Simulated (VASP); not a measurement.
# In (P6_3/mmc) in VASP: further runs, part 2 of 2

VASP 6.6.1.

## (6) Single point, PBE

INCAR reads:

```
  PREC = Accurate
  ENCUT = 400
  EDIFF = 1E-6
  ISMEAR = 1
  SIGMA = 0.05
  LREAL = False
  LASPH = True
  NELM = 100
  ALGO = Normal
  ISIF = 2
  LWAVE = False
  LCHARG = False
  GGA = PE
  NBANDS = 20
  ADDGRID = False
```

KPOINTS reads:

```
regular mesh
0
Gamma
  8 8 4
```

POSCAR reads:

```
In
1.0
    3.3354847820      0.0000000000      0.0000000000
   -1.6677423910      2.8886145552      0.0000000000
    0.0000000000      0.0000000000      5.5091429200
In
2
Direct
    0.6666666667      0.3333333333      0.7500000000
    0.3333333333      0.6666666667      0.2500000000
```

Potentials or basis: VASP PAW PBE potentials, release 64 (In_d).

Launch:

```console
$ cat potpaw_PBE.64/In_d/POTCAR > POTCAR
$ mpirun -np 1 vasp_std > vasp.out
```

OUTCAR:

```text
PREC = Accurate
   ENCUT = 400
   EDIFF = 1E-6
   ISMEAR = 1
   LREAL = False
   LASPH = True
   NELM = 100
   ISIF = 2
   GGA = PE

 Found     30 irreducible k-points:

 Following reciprocal coordinates:
            Coordinates               Weight
  0.000000  0.000000  0.000000      1.000000
  0.125000  0.000000  0.000000      6.000000
  0.250000  0.000000  0.000000      6.000000
  0.375000  0.000000  0.000000      6.000000
  0.500000  0.000000  0.000000      3.000000
  0.125000  0.125000  0.000000      6.000000
   k-points           NKPTS =     30   k-points in BZ     NKDIM =     30   number of bands    NBANDS=     20
   number of dos      NEDOS =    301   number of ions     NIONS =      2
   total plane-waves  NPLWV =  20736
   dimension x,y,z NGX =    24 NGY =   24 NGZ =   36
   dimension x,y,z NGXF=    48 NGYF=   48 NGZF=   72
   ions per type =               2
   NGX,Y,Z   is equivalent  to a cutoff of  11.96, 11.96, 10.86 a.u.
   NGXF,Y,Z  is equivalent  to a cutoff of  23.92, 23.92, 21.73 a.u.
 SYSTEM =  unknown system
   PREC   = accura    normal or accurate (medium, high low for compatibility)
   ISTART =      0    job   : 0-new  1-cont  2-samecut
   ICHARG =      2    charge: 1-file 2-atom 10-const
   ISPIN  =      1    spin polarized calculation?
   LNONCOLLINEAR =      F non collinear calculations
   LSORBIT =      F    spin-orbit coupling
   LASPH  =      T    aspherical Exc in radial PAW
   ENCUT  =  400.0 eV  29.40 Ry    5.42 a.u.   5.44  5.44  8.98*2*pi/ulx,y,z
   NELM   =    100;   NELMIN=  2; NELMDL= -5     # of ELM steps
   EDIFF  = 0.1E-05   stopping-criterion for ELM
   LREAL  =      F    real-space projection
   EDIFFG = 0.1E-04   stopping-criterion for IOM
   NSW    =      0    number of steps for IOM
   IBRION =     -1    ionic relax: 0-MD 1-quasi-New 2-CG
   NFREE  =      0    steps in history (QN), initial steepest desc. (CG)
   ISIF   =      2    stress and relaxation
   ISYM   =      2    0-nonsym 1-usesym 2-fastsym
   POTIM  = 0.5000    time-step for ionic-motion
   TEBEG  =    0.0;   TEEND  =   0.0 temperature during run
   PSTRESS=    0.0 pullay stress
   NELECT =      26.0000    total number of electrons
   NUPDOWN=      -1.0000    fix difference up-down
   EMIN   =  10.00;   EMAX   =-10.00  energy-range for DOS
   EFERMI =   0.00;   METHOD = LEGACY
   ISMEAR =     1;   SIGMA  =   0.05  broadening in eV -4-tet -1-fermi 0-gaus
   EFERMI_NEDOS =   21; number of points for ismear=-14 and -15
   IALGO  =     38    algorithm
   IMIX   =      4    mixing-type and parameters
     AMIX     =   0.40;   BMIX     =  1.00
     AMIX_MAG =   1.60;   BMIX_MAG =  1.00
  volume/ion in A,a.u.               =      26.54       179.10
  Fermi-wavevector in a.u.,A,eV,Ry     =   1.290491  2.438675 22.658704  1.665368
  Thomas-Fermi vector in A             =   2.422320
   LORBIT       =      0    0 simple, 1 ext, 2 COOP (PROOUT), +10 PAW based schemes
   GGA     = PE    functional components
   LHFCALC =     F    Hartree Fock is set to
   AEXX    =    0.0000 exact exchange contribution
   IVDW    =     0    specifies the selected vdW correction
   LEPSILON=     F    determine dielectric tensor
   LRPA    =     F    only Hartree local field effects (RPA)
 non-spin polarized calculation
 Methfessel and Paxton  Order N= 1 SIGMA  =   0.05
  energy-cutoff  :      400.00
  volume of cell :       53.08
 maximum number of plane-waves:       990
 NGX is ok and might be reduce to    24
   NGX = 11   NGY = 11   NGZ = 17

 number of electron      25.9999991 magnetization

 Free energy of the ion-electron system (eV)
  ---------------------------------------------------
  ext. energy  EPLUGINS =         0.00000000
  ---------------------------------------------------
  free energy    TOTEN  =        -5.00462209 eV

  energy without entropy =       -5.00254593  energy(sigma->0) =       -5.00393003

 E-fermi :   7.4690     XC(G=0): -10.1863

 val. band max:        7.4604978337   @ k =   0.2500   0.2500   0.5000
 cond. band min:       7.4692997382   @ k =   0.5000   0.0000   0.0000
 fundamental gap:      0.0088019045
 Fermi energy:         7.4690276021

 k-point     1 :       0.0000    0.0000    0.0000
  band No.  band energies     occupation
      1      -7.3254      2.00000
      2      -7.2721      2.00000
      3      -7.2289      2.00000
      4      -7.2289      2.00000
      5      -7.2024      2.00000
      6      -7.2024      2.00000
[... 12 lines left out ...]
     19      18.2561      0.00000
     20      18.7323      0.00000
[... 93 lines left out ...]
 k-point     6 :       0.1250    0.1250    0.0000
  band No.  band energies     occupation
      1      -7.2986      2.00000
      2      -7.2911      2.00000
      3      -7.2056      2.00000
      4      -7.1951      2.00000
      5      -7.1866      2.00000
      6      -7.1766      2.00000
[... 12 lines left out ...]
     19      17.7579      0.00000
     20      18.1700      0.00000

 [... further k-points ...]

------------------------ aborting loop because EDIFF is reached ----------------------------------------

  FORCE on cell =-STRESS in cart. coord.  units (eV):
  Direction    XX          YY          ZZ          XY          YZ          ZX
  --------------------------------------------------------------------------------------
  -------------------------------------------------------------------------------------
  Total        0.3832031      0.3832031      0.8114703      0.0000000      0.0000000      0.0000000
  in kB       11.5666339     11.5666339     24.4934871      0.0000000      0.0000000      0.0000000
  external PRESSURE =      15.8755849 kB  Pullay stress =       0.0000000 kB

 VOLUME and BASIS-vectors are now :
 -----------------------------------------------------------------------------
  energy-cutoff  :      400.00
  volume of cell :       53.08
      direct lattice vectors                 reciprocal lattice vectors
     3.335484782  0.000000000  0.000000000     0.299806495  0.173093360  0.000000000
    -1.667742391  2.888614555  0.000000000     0.000000000  0.346186721  0.000000000
     0.000000000  0.000000000  5.509142920     0.000000000  0.000000000  0.181516438

 POSITION                                       TOTAL-FORCE (eV/Angst)
 -----------------------------------------------------------------------------------
      1.66774      0.96287      4.13186        -0.000000      0.000000      0.000000
     -0.00000      1.92574      1.37729         0.000000     -0.000000      0.000000
 -----------------------------------------------------------------------------------
    total drift:                                0.000000     -0.000000      0.000000

  FREE ENERGIE OF THE ION-ELECTRON SYSTEM (eV)
  ---------------------------------------------------
  free  energy   TOTEN  =        -5.0046220878 eV

  energy  without entropy=       -5.0025459253  energy(sigma->0) =       -5.00393003
```

OSZICAR:

```text
N       E                     dE             d eps       ncg     rms          rms(c)
DAV:   1     0.195619995884E+03    0.19562E+03   -0.11513E+04  1212   0.151E+03
DAV:   2     0.929875252687E+01   -0.18632E+03   -0.18313E+03  1204   0.343E+02
DAV:   3    -0.464349902218E+01   -0.13942E+02   -0.13865E+02  1392   0.111E+02
DAV:   4    -0.503414072828E+01   -0.39064E+00   -0.39041E+00  1456   0.204E+01
DAV:   5    -0.505800104674E+01   -0.23860E-01   -0.23859E-01  1744   0.404E+00    0.334E+00
DAV:   6    -0.501397865462E+01    0.44022E-01   -0.85223E-02  1600   0.465E+00    0.147E+00
DAV:   7    -0.500527116294E+01    0.87075E-02   -0.21380E-02  1640   0.214E+00    0.384E-01
DAV:   8    -0.500459712693E+01    0.67404E-03   -0.12814E-03  1324   0.396E-01    0.530E-02
DAV:   9    -0.500461550335E+01   -0.18376E-04   -0.10957E-04  1896   0.130E-01    0.199E-02
DAV:  10    -0.500462173568E+01   -0.62323E-05   -0.93803E-06  1620   0.393E-02    0.324E-03
DAV:  11    -0.500462208775E+01   -0.35207E-06   -0.62431E-07   752   0.116E-02
   1 F= -.50046221E+01 E0= -.50039300E+01  d E =-.207616E-02
```

stdout:

```text
POSCAR found type information on POSCAR In
 POSCAR found :  1 types and       2 ions
 scaLAPACK will be used
 LDA part: xc-table for (Slater+PW92), standard interpolation
 POSCAR, INCAR and KPOINTS ok, starting setup
 FFT: planning ... GRIDC
 FFT: planning ... GRID_SOFT
 FFT: planning ... GRID
 WAVECAR not read
 entering main loop
```

Run time: 7.2 s. Hardware: 1 thread of Intel Xeon 6975P-C (Granite Rapids), shared host; peak memory 0.16 GiB.

The run converged, but some of its settings lie outside the range that counts as converged, so its numbers aren't taken as properties of the crystal.

What came out:

```yaml
Free_energy: -5.0046 eV
Pressure: 1.6 GPa
Band_gap_on_the_k_mesh: none (metal or under the smearing width)
```

## (7) The reference run

An earlier run on the cell as given: functional PBEsol; potentials or basis VASP PAW PBE potentials, release 64 (In_d); cutoff 520 eV; k mesh 9 × 9 × 5; occupations fermi-dirac, width 0.05 eV; no spin polarisation.

* Pressure: -1.4 GPa
* Band gap on the k mesh: none (metal or under the smearing width)
